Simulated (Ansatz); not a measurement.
# Polarity and tunnelling in Mg/AlN/Zr, part 2 of 6

Wanted: the change of resistance of Mg/AlN/Zr with the barrier's polarity. The lower electrode is Mg hcp(0001), the upper one Zr hcp(0001); the barrier is AlN zinc blende(111) (whole bilayers). In the first transport cell, after relaxation, the nearest pair of electrode and barrier is Mg–N at 2.43 Å, at a slant, at the lower face and Zr–Al at 3.28 Å, at a slant, at the upper one. All share a net of side 3.111 Å, which strains the lower electrode by -2.5 %, the upper one by -3.7 % and the barrier by +0.0 %, against typed lattice constants near PBE's. The first steps treat the bulk electrodes alone.

Ansatz 0.2.0; PBE DFT, plane waves, PAW files (the session's first sound run).

So far: Starting point; Layer spacing of the electrode, electrode Mg hcp(0001); Layer spacing of the electrode, electrode Zr hcp(0001).

### 4. Relaxing the interfaces, box 43.8 Å, polarity N face on the lower electrode

System of this step: Mg/AlN/Zr. The cell holds 16 atoms: 4 Mg, 4 N, 4 Al and 4 Zr. Its edges and angles: a = 3.111 Å, b = 3.111 Å, c = 43.765 Å, α = 90.0°, β = 90.0°, γ = 120.0°. Vacuum lies along c.

The starting distances are typed guesses, too rough for a quantity that is exponential in distance. A short slab in vacuum serves: only the barrier and the layers next to it are taken over, and later cells can add or drop layers in the barrier's middle. The dipole correction removes the field that unlike faces would set up across the vacuum.

The input, input.yaml:

```yaml
crystal:
  lattice:
    - [3.111, 0.0, 0.0]
    - [-1.5555, 2.6942050312, 0.0]
    - [0.0, 0.0, 43.7646296168]
  atoms:
    - { symbol: Mg, position: [0.33333333, 0.66666667, 0.1827960175] }
    - { symbol: Mg, position: [0.0, 0.0, 0.2431183702] }
    - { symbol: Mg, position: [0.33333333, 0.66666667, 0.3034407229] }
    - { symbol: Mg, position: [0.0, 0.0, 0.3637630755] }
    - { symbol: "N", position: [0.33333333, 0.66666667, 0.3915869116] }
    - { symbol: Al, position: [0.66666667, 0.33333333, 0.4060991755] }
    - { symbol: "N", position: [0.66666667, 0.33333333, 0.449635967] }
    - { symbol: Al, position: [0.0, 0.0, 0.4641482309] }
    - { symbol: "N", position: [0.0, 0.0, 0.5076850224] }
    - { symbol: Al, position: [0.33333333, 0.66666667, 0.5221972863] }
    - { symbol: "N", position: [0.33333333, 0.66666667, 0.5657340778] }
    - { symbol: Al, position: [0.66666667, 0.33333333, 0.5802463417] }
    - { symbol: Zr, position: [0.0, 0.0, 0.6354362528] }
    - { symbol: Zr, position: [0.33333333, 0.66666667, 0.696025496] }
    - { symbol: Zr, position: [0.0, 0.0, 0.7566147393] }
    - { symbol: Zr, position: [0.33333333, 0.66666667, 0.8172039825] }
kpoints:
  mp_grid: { grid: [8, 8, 1] }
scf:
  occupations: { method: fermi_dirac, width: 0.1 }
  max_iter: 150
hamiltonian:
  xc: pbe
efield:
  axis: 3
  dipole_correction: true
relax:
  f_tol: 0.04
  max_steps: 90
output:
  forces: true
```

Started as:

```console
ansatz run input.yaml --threads 4 --pin off --max-ram 12288MiB --backend cpu --events-out ev --progress --plain --runs-dir out
```

Numbers of over 12 decimals in the logs are rounded to 6 here.

Log:

```text
[...]
Crystal: 16 atoms, lattice volume = 366.821 Å³
Basis set: ecut = 420 eV, 7131 PW (Γ), exchange–correlation on 48×48×600 points (8 copies of the dense FFT grid, shifted against one another)
Bands: 76, of which v1, the nominal top of the filled ones, is band 60 counted from 1 (59 counted from 0)
Symmetry: 6 space group operations
[...]
k-points: 10 of 64 (time reversal used)
[...]
SCF iter   1: F=—  HF=-28124.381985 eV  |F-HF|=—  |Δ(HF+E_count)|=         —  Δρ=8.81e-3  dr2=5.90e1  ethr=1.77e-3  p=-0.011 e·Å  D=-5.54e-3 V/Å  ΔV_dip=0.24 eV  dr2_dipole=5.50e1  V_vac-E_F(+/−)=4.30/4.06 eV  ⟨swp⟩=13.7  Hψ=4437  notcnv=0  defer=2
efield: sawtooth ramp at fractional position 0.9500 (placed from the atoms, in the widest stretch of the axis that holds none; the zero of the levels goes with the place), width 0.1000; the density the first Hamiltonian is built on has a dipole p = -0.011 e·Å; the dipole correction subtracts the counter field D = -5.54e-3 V/Å, which shifts the + side's vacuum level by +0.24 eV against the − side's; the planar-averaged density in the ramp window peaks in size at 1.6e-4 e/Å³
[...]
SCF iter   2: F=—  HF=-28124.359233 eV  |F-HF|=—  |Δ(HF+E_count)|=   2.28e-2  Δρ=9.39e-3  dr2=3.19e1  ethr=1.77e-3  p=-0.030 e·Å  D=-1.49e-2 V/Å  ΔV_dip=0.65 eV  dr2_dipole=1.69e1  V_vac-E_F(+/−)=4.40/3.75 eV  ⟨swp⟩=4.7  Hψ=1324  notcnv=0  defer=4
[...]
SCF iter   8: F=-28123.903017 eV  HF=-28123.903074 eV  |F-HF|=5.72e-5  |Δ(HF+E_count)|=   1.51e-6  Δρ=3.51e-5  dr2=2.96e-5  ethr=3.33e-8  p=-0.027 e·Å  D=-1.31e-2 V/Å  ΔV_dip=0.57 eV  dr2_dipole=2.98e-5  V_vac-E_F(+/−)=4.24/3.67 eV  ⟨swp⟩=4.0  Hψ=2625  notcnv=0
WARN: efield: at this solve's end the planar-averaged density reaches 3.33e-5 e/Å³ inside the ramp window [0.9272, 0.0728] (bound 1e-5 e/Å³); the window's nearer edge stands 4.81 Å from this solve's nearest atom along the axis. Its work functions, free energy, forces, stress, dipole, levels and responses can be off, and this figure does not tell by how much. A short vacuum, a low `basis.ecutwfc` or `basis.ecutrho_ratio` and negative occupations (`scf.occupations.method`) can put density there. See the manual's quickstart, § The vacuum guard
SCF 1 converged in 8 iterations: F = -28123.903017 eV  dr2 = 2.96e-5
[...]
relax step   1: F+E_penalty+E_count = -28123.90301664 eV  Δ(F+E_penalty+E_count) = +0.000e0 eV  max|allowed force component| = 3.442e0 eV/Å  Δτ_max = 0.0000 Å  (8 SCF iters, dr2 threshold 4.00e-5 eV, accepted)
[...]
SCF iter   1: F=—  HF=-28124.675769 eV  |F-HF|=—  |Δ(HF+E_count)|=         —  Δρ=6.47e-3  dr2=1.97e0  ethr=1.64e-3  p=-0.027 e·Å  D=-1.31e-2 V/Å  ΔV_dip=0.57 eV  dr2_dipole=5.09e-1  V_vac-E_F(+/−)=4.25/3.68 eV  ⟨swp⟩=1.0  Hψ=2926  notcnv=0  defer=3
efield: sawtooth ramp at fractional position 0.9500 (handed on by an earlier solve), width 0.1000; the density the first Hamiltonian is built on has a dipole p = -0.027 e·Å; the dipole correction subtracts the counter field D = -1.31e-2 V/Å, which shifts the + side's vacuum level by +0.57 eV against the − side's; the planar-averaged density in the ramp window peaks in size at 2.9e-5 e/Å³
[...]
SCF iter   2: F=—  HF=-28124.610955 eV  |F-HF|=—  |Δ(HF+E_count)|=   6.48e-2  Δρ=4.49e-3  dr2=4.41e-1  ethr=1.64e-3  p=-0.025 e·Å  D=-1.25e-2 V/Å  ΔV_dip=0.55 eV  dr2_dipole=3.54e-4  V_vac-E_F(+/−)=4.20/3.65 eV  ⟨swp⟩=2.2  Hψ=1093  notcnv=0  defer=3
[...]
SCF iter   7: F=-28124.560049 eV  HF=-28124.560067 eV  |F-HF|=1.81e-5  |Δ(HF+E_count)|=   6.39e-6  Δρ=3.13e-5  dr2=1.87e-5  ethr=8.33e-8  p=-0.028 e·Å  D=-1.36e-2 V/Å  ΔV_dip=0.60 eV  dr2_dipole=2.23e-6  V_vac-E_F(+/−)=4.25/3.65 eV  ⟨swp⟩=3.0  Hψ=2439  notcnv=0
[...]
SCF 2 converged in 7 iterations: F = -28124.560049 eV  dr2 = 1.87e-5
relax step   2: F+E_penalty+E_count = -28124.56004891 eV  Δ(F+E_penalty+E_count) = -6.570e-1 eV  max|allowed force component| = 1.951e0 eV/Å  Δτ_max = 0.1949 Å  (7 SCF iters, dr2 threshold 1.00e-4 eV, accepted)
SCF iter   1: F=—  HF=-28124.961688 eV  |F-HF|=—  |Δ(HF+E_count)|=         —  Δρ=7.70e-3  dr2=6.76e0  ethr=3.10e-3  p=-0.028 e·Å  D=-1.36e-2 V/Å  ΔV_dip=0.60 eV  dr2_dipole=1.05e0  V_vac-E_F(+/−)=4.29/3.69 eV  ⟨swp⟩=5.7  Hψ=2159  notcnv=0  defer=2
[...]
SCF iter   6: F=-28124.867146 eV  HF=-28124.867189 eV  |F-HF|=4.35e-5  |Δ(HF+E_count)|=   6.10e-5  Δρ=7.67e-5  dr2=4.84e-5  ethr=8.33e-8  p=-0.029 e·Å  D=-1.41e-2 V/Å  ΔV_dip=0.62 eV  dr2_dipole=1.38e-5  V_vac-E_F(+/−)=4.27/3.65 eV  ⟨swp⟩=3.3  Hψ=2836  notcnv=0
[...]
SCF 3 converged in 6 iterations: F = -28124.867146 eV  dr2 = 4.84e-5
[...]
relax step   3: F+E_penalty+E_count = -28124.86714563 eV  Δ(F+E_penalty+E_count) = -3.071e-1 eV  max|allowed force component| = 9.218e-1 eV/Å  Δτ_max = 0.2000 Å  (6 SCF iters, dr2 threshold 1.00e-4 eV, accepted)
[...]
relax step   4: F+E_penalty+E_count = -28124.96734241 eV  Δ(F+E_penalty+E_count) = -1.002e-1 eV  max|allowed force component| = 5.438e-1 eV/Å  Δτ_max = 0.2000 Å  (7 SCF iters, dr2 threshold 1.00e-4 eV, accepted)
[...]
relax step   5: F+E_penalty+E_count = -28124.97630681 eV  Δ(F+E_penalty+E_count) = -8.964e-3 eV  max|allowed force component| = 1.003e-1 eV/Å  Δτ_max = 0.0414 Å  (5 SCF iters, dr2 threshold 6.61e-5 eV, accepted)
SCF iter   1: F=—  HF=-28124.978711 eV  |F-HF|=—  |Δ(HF+E_count)|=         —  Δρ=7.64e-4  dr2=4.49e-2  ethr=2.24e-4  p=-0.028 e·Å  D=-1.37e-2 V/Å  ΔV_dip=0.60 eV  dr2_dipole=1.12e-2  V_vac-E_F(+/−)=4.26/3.66 eV  ⟨swp⟩=2.1  Hψ=1258  notcnv=0  defer=5
[...]
SCF iter   8: F=-28124.977274 eV  HF=-28124.977274 eV  |F-HF|=2.34e-8  |Δ(HF+E_count)|=   1.16e-8  Δρ=1.91e-6  dr2=4.04e-8  ethr=8.33e-11  p=-0.028 e·Å  D=-1.36e-2 V/Å  ΔV_dip=0.59 eV  dr2_dipole=6.04e-9  V_vac-E_F(+/−)=4.25/3.66 eV  ⟨swp⟩=4.8  Hψ=2413  notcnv=0
[...]
SCF 6 converged in 8 iterations: F = -28124.977274 eV  dr2 = 4.04e-8
relax step   6: F+E_penalty+E_count = -28124.97727401 eV  Δ(F+E_penalty+E_count) = -9.672e-4 eV  max|allowed force component| = 3.542e-2 eV/Å  Δτ_max = 0.0154 Å  (8 SCF iters, accepted)
SCF converged after 8 iterations
Free energy (F): -28124.977274 eV
[...]
Internal energy: -28124.732146 eV  (E = F + TS)
E sigma→0 (E₀):  -28124.854710 eV
Entropy (-TS):   -0.245128 eV (-15.321 meV/atom)
Fermi energy:    6.100882 eV
Dipole field:    D = -0.013499 V/Å  (p = -0.027364 e·Å, saw-weighted, corrected)
Work function:   Φ+ = 4.2461 eV   Φ− = 3.6561 eV
Levels:          The Fermi level and band energies are counted from a zero that moves with the ramp; work functions are not
Vacuum region:   at the solve's end the planar-averaged density reaches 6.84e-5 e/Å³ inside the ramp window [0.9272, 0.0728] (bound 1e-5 e/Å³)
[...]
--- Forces (eV/Å), atoms counted from 1 ---
  atom   1  Mg     0.00000000    -0.00000000    -0.00038689
  atom   2  Mg     0.00000000     0.00000000     0.00139688
  atom   3  Mg     0.00000000    -0.00000000     0.00024850
  atom   4  Mg    -0.00000000    -0.00000000    -0.01040154
  atom   5  N      0.00000000     0.00000000     0.02254271
  atom   6  Al     0.00000000     0.00000000    -0.00874624
  atom   7  N      0.00000000    -0.00000000     0.01142683
  atom   8  Al     0.00000000     0.00000000    -0.00420943
  atom   9  N      0.00000000    -0.00000000    -0.01885192
  atom  10  Al     0.00000000     0.00000000     0.01169892
  atom  11  N      0.00000000    -0.00000000    -0.03543039
  atom  12  Al     0.00000000     0.00000000     0.02843492
  atom  13  Zr    -0.00000000    -0.00000000     0.00029676
  atom  14  Zr     0.00000000     0.00000000     0.00069824
  atom  15  Zr     0.00000000    -0.00000000    -0.00067394
  atom  16  Zr     0.00000000     0.00000000     0.00186032
  max |Σ_I F_I| component: 9.63e-5 eV/Å
--- Relaxed structure (6 steps of the walk, 6 accepted, 0 SCFs on fresh bases) ---
  F+E_penalty+E_count = -28124.97727401 eV   max|allowed force component| = 3.542e-2 eV/Å
  atoms:
    - { symbol: Mg, position: [0.333333, 0.666667, 0.175605] }
    - { symbol: Mg, position: [1.4837016295013838e-17, -5.898059818321144e-17, 0.235955] }
    - { symbol: Mg, position: [0.333333, 0.666667, 0.294098] }
    - { symbol: Mg, position: [6.758555982261002e-18, -5.898059818321144e-17, 0.352120] }
    - { symbol: N, position: [0.333333, 0.666667, 0.389617] }
    - { symbol: Al, position: [0.666667, 0.333333, 0.406213] }
    - { symbol: N, position: [0.666667, 0.333333, 0.449197] }
    - { symbol: Al, position: [2.8212870390885245e-17, -5.898059818321144e-17, 0.464402] }
    - { symbol: N, position: [2.7311090265658926e-17, -5.898059818321144e-17, 0.507439] }
    - { symbol: Al, position: [0.333333, 0.666667, 0.522628] }
    - { symbol: N, position: [0.333333, 0.666667, 0.565735] }
    - { symbol: Al, position: [0.666667, 0.333333, 0.581928] }
    - { symbol: Zr, position: [4.441561759623641e-17, -5.898059818321144e-17, 0.644674] }
    - { symbol: Zr, position: [0.333333, 0.666667, 0.705096] }
    - { symbol: Zr, position: [4.5558539578874814e-17, -5.898059818321144e-17, 0.766486] }
    - { symbol: Zr, position: [0.333333, 0.666667, 0.824538] }
```

It took 36 s on 4 threads of Arm Neoverse V1, shared host; peak memory 0.98 GiB.

Relaxation path:

```tsv
step	energy less that of the first step (eV)	largest force component (eV/Å)
1	0.0000	3.4416
2	-0.6570	1.9506
3	-0.9641	0.9218
4	-1.0643	0.5438
5	-1.0733	0.1003
6	-1.0743	0.0354
```

Forces are held to the 6 operations that the run works with; a distortion that breaks them can't arise in this run.

The atoms that moved most (Å):

```tsv
atom	dx	dy	dz	length
Mg4	0.000	0.000	-0.510	0.510
Zr15	0.000	0.000	0.432	0.432
Mg3	0.000	0.000	-0.409	0.409
Zr13	0.000	0.000	0.404	0.404
Zr14	0.000	0.000	0.397	0.397
Zr16	0.000	0.000	0.321	0.321
Mg1	0.000	0.000	-0.315	0.315
Mg2	0.000	0.000	-0.313	0.313
```

Numbers from this step:

```yaml
free_energy: -28124.9773 eV
fermi_energy: 6.101 eV
```

The largest force component on a free atom ends at 0.035 eV/Å. At one or more of this run's solves the program warned of density in the dipole ramp over its bound, where dipole, forces and levels can be off.

(Part 2 of 6 ends here.)

[Logs are printed without paths, hosts, clocks, repeated set-up lines and the standing remarks that a program may print on its own settings, such as how far it seeks lower states.]

[Hosts, paths, dates, database ids (printed as entryN), source tags and the programs' standing remarks are cut or masked in the printed files.]
